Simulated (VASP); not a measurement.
## Ge in VASP: the effect of functional

Ge:

```
CELL_PARAMETERS angstrom
0.00000 2.88574 5.11566
2.63050 0.00000 5.11566
2.63050 2.88574 0.00000
ATOMIC_POSITIONS crystal
Ge 0.72649 0.27351 0.72649
Ge 0.27351 0.72649 0.27351
Ge 0.21813 0.21813 0.78187
Ge 0.78187 0.78187 0.21813
```

This isn't the form of Ge at room conditions, which is diamond.

Alike in all runs:

```yaml
Program: VASP 6.6.1
Task: band structure
Cutoff: 520 eV
k_mesh: 5 × 5 × 5
Occupations: fermi-dirac, width 0.05 eV
Spin: no spin polarisation
```

```tsv
functional	potentials or basis	pressure (GPa)
LDA	VASP PAW LDA potentials, release 64 (Ge_d)	?
PBE	VASP PAW PBE potentials, release 64 (Ge_d)	-0.2
PBEsol	VASP PAW PBE potentials, release 64 (Ge_d)	-3.7
RPBE	VASP PAW PBE potentials, release 64 (Ge_d)	1.5
revPBE	VASP PAW PBE potentials, release 64 (Ge_d)	1.0
BLYP	VASP PAW PBE potentials, release 64 (Ge_d)	6.1
AM05	VASP PAW PBE potentials, release 64 (Ge_d)	-4.2
PW91	VASP PAW PBE potentials, release 64 (Ge_d)	0.1
```

**Question.** What does the run with functional LDA give?

**Answer.** Pressure -5.3 GPa.

Caveats: the PAW data sets were made with another functional, which shifts forces and pressure a little (some runs).
